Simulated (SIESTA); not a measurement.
FeO (Wuestite):

```
Fe O
1.0
     1.51882    0.87689    2.51958
    -1.51882    0.87689    2.51958
     0.00000   -1.75378    2.51958
Fe O
1 1
Cartesian
  0.0000 0.0000 0.0000
  0.0000 0.0000 3.7794
```

Program: SIESTA 5.4.2. Alike in all runs: task density of states; potentials or basis PseudoDojo 0.4 standard (PBE files), DZP (energy shift 0.003 Ry; two zetas on semicore shells); spin collinear, ferromagnetic start; cell as given; k mesh 8 × 8 × 8; smearing fermi-dirac 0.05 eV; grid cutoff 800 Ry; energy shift 0.003 Ry.

Order these runs on this cell by their pressure, lowest first.
A. level PBE+U; U Fe d U = 2 eV
B. level PBE+U; U Fe d U = 4 eV
C. level PBE
D. level PBE+U; U Fe d U = 6 eV

C (-0.4 GPa), A (1.2 GPa), B (3.1 GPa), D (5.1 GPa).

Caveats: short orbitals over semicore shells can move pressures by several GPa; the basis of atomic orbitals isn't converged, which shifts pressures, moduli and gaps; a cell with one magnetic atom can't hold antiferromagnetic order, which such compounds often take; semilocal functionals often make such compounds metallic where correlation or magnetic order opens a gap, which also shifts bond lengths (some runs).
